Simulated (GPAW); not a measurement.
# TePt in GPAW: convergence with plane-wave cutoff (eV)

TePt:

```
Te Pt
1.0
     0.00000    2.87303    2.87303
     2.87303    0.00000    2.87303
     2.87303    2.87303    0.00000
Te Pt
1 1
Direct
  0.75000 0.75000 0.75000
  0.00000 0.00000 0.00000
```

The cell was built by a generator and needn't be a form met in nature.

| Quantity | Value |
| --- | --- |
| Program | GPAW 26.7.0 |
| Task | convergence study |
| Functional | PBE |
| Potentials or basis | GPAW PAW data sets (gpaw-data 1.2.1) |
| Cutoff | 200 eV |
| Basis | pw |
| k mesh | 8 × 8 × 8 |
| Occupations | fermi-dirac, width 0.05 eV |
| Spin | no spin polarisation |

These are the settings of the first run; the series varies plane-wave cutoff (eV), with any setting tied to it.

Hardware: 1 thread of Arm Neoverse V1, on a shared host.

| plane-wave cutoff (eV) | energy less the tightest run, at zero smearing (meV/atom) | pressure (GPa) | SCF cycles | CPU time (s) | peak memory (GiB) |
| --- | --- | --- | --- | --- | --- |
| 200 | 568.24 | 14.82 | 10 | 6.9 | 0.12 |
| 250 | 381.32 | 12.31 | 10 | 7.6 | 0.13 |
| 300 | 186.41 | 12.90 | 10 | 12 | 0.13 |
| 350 | 68.85 | 14.84 | 10 | 13 | 0.14 |
| 400 | 23.10 | 16.19 | 10 | 12 | 0.14 |
| 500 | 2.35 | 17.04 | 10 | 20 | 0.15 |
| 600 | 0.38 | 17.13 | 10 | 24 | 0.16 |
| 800 | 0.01 | 17.15 | 10 | 34 | 0.19 |
| 1000 | 0.00 | 17.15 | 10 | 47 | 0.22 |

Against the tightest run, the energy stays within 1 meV/atom from 600 on; the pressure stays within 0.1 GPa from 600 on. The tightest run that finished is the yardstick and may itself not be fully converged.

Caveat, for the tightest run too: so large a pressure means that the cell lies far from this level's equilibrium, or that cutoff or potentials fall short. The run has no spin-orbit coupling, so splittings on Pt, Te are missing.
